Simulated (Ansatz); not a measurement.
The following input was run with Ansatz 0.2.0.

```yaml
crystal:
  lattice:
    - [4.8544148021, 0.0, -0.0190566463]
    - [0.0, 4.9049804744, 0.0]
    - [-0.8900306937, 0.0, 5.0253291202]
  atoms:
    - { symbol: Ti, position: [0.2756732592, 0.441856073, 0.7173794323] }
    - { symbol: Ti, position: [0.7243267408, 0.941856073, 0.7826205677] }
    - { symbol: Ti, position: [0.7243267408, 0.558143927, 0.2826205677] }
    - { symbol: Ti, position: [0.2756732592, 0.058143927, 0.2173794323] }
    - { symbol: O, position: [0.4499567005, 0.7413551671, 0.9560091756] }
    - { symbol: O, position: [0.5500432995, 0.2413551671, 0.5439908244] }
    - { symbol: O, position: [0.5500432995, 0.2586448329, 0.0439908244] }
    - { symbol: O, position: [0.4499567005, 0.7586448329, 0.4560091756] }
    - { symbol: O, position: [0.06076894, 0.3187500433, 0.3565272098] }
    - { symbol: O, position: [0.93923106, 0.8187500433, 0.1434727902] }
    - { symbol: O, position: [0.93923106, 0.6812499567, 0.6434727902] }
    - { symbol: O, position: [0.06076894, 0.1812499567, 0.8565272098] }
basis:
  ecutwfc: 420
kpoints:
  mp_grid: { grid: [6, 6, 6] }
hamiltonian:
  xc: pbe
scf:
  occupations: { method: gaussian, width: 0.02 }
  n_extra_bands: 48
output:
  forces: false
  stress: false
  eigenvalues: true
  optics: { e_range: [0, 14], sigma: 0.1, nscf_kmesh: { grid: [9, 9, 9] } }
checkpoint:
  read: start.run
  write: ck
  compress: false
  write_wavefunctions: false
  write_every: 100000
```

Command:
```bash
ansatz run input.yaml --threads 2 --pin off --max-ram 5120MiB --backend cpu --events-out ev --progress --plain --runs-dir out
```

Computed with Ansatz 0.2.0, DFT PBE, scalar-relativistic, plane waves, PAW.

Abridged output (iterations and final results):

```
SCF iter   1: F=—  HF=-14554.230676 eV  |F-HF|=—  |Δ(HF+E_count)|=         —  Δρ=4.23e-6  dr2=1.89e-8  ethr=1.57e-8  ⟨swp⟩=5.7  Hψ=52631  notcnv=0  defer=1
SCF iter   2: F=—  HF=-14554.230677 eV  |F-HF|=—  |Δ(HF+E_count)|=   6.73e-7  Δρ=2.79e-6  dr2=8.64e-9  ethr=1.97e-11  ⟨swp⟩=2.2  Hψ=11407  notcnv=0  defer=1
SCF iter   3: F=—  HF=-14554.230677 eV  |F-HF|=—  |Δ(HF+E_count)|=   2.34e-9  Δρ=1.64e-6  dr2=3.13e-9  ethr=9.00e-12  ⟨swp⟩=1.0  Hψ=7663  notcnv=0  defer=1
SCF iter   4: F=—  HF=-14554.230677 eV  |F-HF|=—  |Δ(HF+E_count)|=   2.81e-9  Δρ=9.60e-7  dr2=1.05e-9  ethr=3.26e-12  ⟨swp⟩=2.2  Hψ=8688  notcnv=0  defer=1
SCF iter   5: F=—  HF=-14554.230677 eV  |F-HF|=—  |Δ(HF+E_count)|=  7.53e-10  Δρ=2.50e-7  dr2=8.60e-11  ethr=1.09e-12  ⟨swp⟩=2.0  Hψ=9509  notcnv=0  defer=1
SCF iter   6: F=-14554.230677 eV  HF=-14554.230677 eV  |F-HF|=7.28e-12  |Δ(HF+E_count)|=  7.64e-11  Δρ=9.85e-8  dr2=6.27e-12  ethr=1.00e-12  ⟨swp⟩=2.5  Hψ=17561  notcnv=0
SCF 1 converged in 6 iterations: F = -14554.230677 eV  dr2 = 6.27e-12
SCF converged after 6 iterations
Free energy (F): -14554.230677 eV
Harris-Foulkes:  -14554.230677 eV  (|F-HF|=7.28e-12)
Internal energy: -14554.230677 eV  (E = F + TS)
E sigma→0 (E₀):  -14554.230677 eV
Fermi energy:    11.017760 eV
--- Per-component energies (eV) ---
  E_band       = -700.919554
  E_kinetic    = 2493.250742
  E_local      = -5828.396666  (includes V_loc(G=0)·N_el)
  E_nonlocal   = 394.946380
  E_hartree    = 2220.034082
  E_xc         = -985.926715
  E_vxc        = -1248.869014  (∫ρ·V_xc dr)
  E_paw        = -5444.049134  (= ΣΔE_a)
  E_vpaw       = -951.939350  (= ΣTr[D̂ρ^β])
  E_aug_tail   = 0.020266  (compensation charges beyond the density's cutoff)
  E_ewald      = -7404.109633
  E_smearing   =  0.000000  (= −TS)
--- Band table (eV; the first three rows and the last of 80) ---
  k-point 0: bands = ["-46.8188", "-46.7876", "-46.7839", "-46.7834", "-23.2313", "-23.2221", "-23.1818", "-23.1442", "-23.0579", "-23.0258", "-23.0195", "-23.0083", "-22.9847", "-22.9737", "-22.9292", "-22.9069", "-8.5885", "-7.0311", "-6.9084", "-6.6840", "-6.6721", "-6.6685", "-6.6608", "-6.4097", "4.2611", "4.2671", "4.9496", "4.9968", "5.0417", "5.2100", "5.7811", "6.3525", "6.3890", "6.4253", "6.6151", "6.9469", "7.4609", "7.7179", "7.8401", "7.9007", "8.1585", "8.5697", "8.5715", "8.8469", "9.0556", "9.2262", "9.7056", "9.8331", "12.2303", "12.4376", "12.6950", "12.8337", "12.9656", "13.0741", "13.3328", "13.5928", "13.6701", "14.0139", "14.3830", "14.4320", "14.5050", "14.5152", "15. ...
  k-point 1: bands = ["-46.8165", "-46.7872", "-46.7867", "-46.7832", "-23.2207", "-23.2060", "-23.1819", "-23.1503", "-23.0578", "-23.0405", "-23.0277", "-23.0051", "-22.9763", "-22.9684", "-22.9311", "-22.9217", "-8.4976", "-7.1537", "-6.8816", "-6.7197", "-6.7030", "-6.6457", "-6.6301", "-6.4237", "4.3216", "4.3838", "5.0053", "5.0470", "5.2092", "5.3004", "5.7433", "6.2260", "6.2572", "6.5257", "6.7504", "7.0224", "7.3993", "7.4915", "7.8641", "7.9999", "8.0620", "8.3997", "8.6632", "8.6665", "9.0075", "9.0964", "9.5595", "9.7555", "12.2417", "12.5080", "12.6875", "12.7871", "13.0053", "13.1096", "13.4107", "13.5912", "13.7323", "13.8624", "14.4236", "14.5052", "14.5546", "14.5895", "15. ...
  k-point 2: bands = ["-46.8103", "-46.7931", "-46.7863", "-46.7840", "-23.1915", "-23.1799", "-23.1711", "-23.1545", "-23.0943", "-23.0534", "-23.0288", "-22.9926", "-22.9720", "-22.9711", "-22.9455", "-22.9361", "-8.2426", "-7.4748", "-6.8144", "-6.7445", "-6.7143", "-6.6449", "-6.6062", "-6.4771", "4.5050", "4.6879", "5.0166", "5.0661", "5.5944", "5.6118", "5.7714", "5.9908", "6.0078", "6.7420", "6.9806", "7.0617", "7.3292", "7.3702", "7.6113", "7.7146", "8.1546", "8.2207", "8.2567", "8.6393", "8.7739", "9.1367", "9.2205", "9.5884", "12.3085", "12.6063", "12.6514", "12.7443", "13.0932", "13.1550", "13.4974", "13.5534", "13.7965", "13.8747", "14.4267", "14.5143", "14.6763", "14.8041", "15. ...
  k-point 79: bands = ["-46.7981", "-46.7981", "-46.7887", "-46.7887", "-23.2139", "-23.2139", "-23.2047", "-23.2047", "-23.0586", "-23.0586", "-22.9654", "-22.9654", "-22.9626", "-22.9626", "-22.9429", "-22.9429", "-7.5239", "-7.5239", "-7.0993", "-7.0993", "-6.7088", "-6.7088", "-6.6175", "-6.6175", "5.2977", "5.2977", "5.3462", "5.3462", "5.5990", "5.5990", "5.9983", "5.9983", "6.6862", "6.6862", "6.8696", "6.8696", "7.3112", "7.3112", "7.3719", "7.3719", "7.8732", "7.8732", "8.4673", "8.4673", "8.6772", "8.6772", "8.9086", "8.9086", "12.4148", "12.4148", "12.7141", "12.7141", "13.1444", "13.1444", "13.2267", "13.2267", "13.5733", "13.5733", "13.7500", "13.7500", "14.8215", "14.8215", "15 ...
```

The calculation finished and met its thresholds.

It took 6.3 min on 2 threads of Arm Neoverse V2 (shared host), peak memory 3.1 GiB.

The run starts from the saved density of an earlier one, so iterations and time are fewer than from atoms.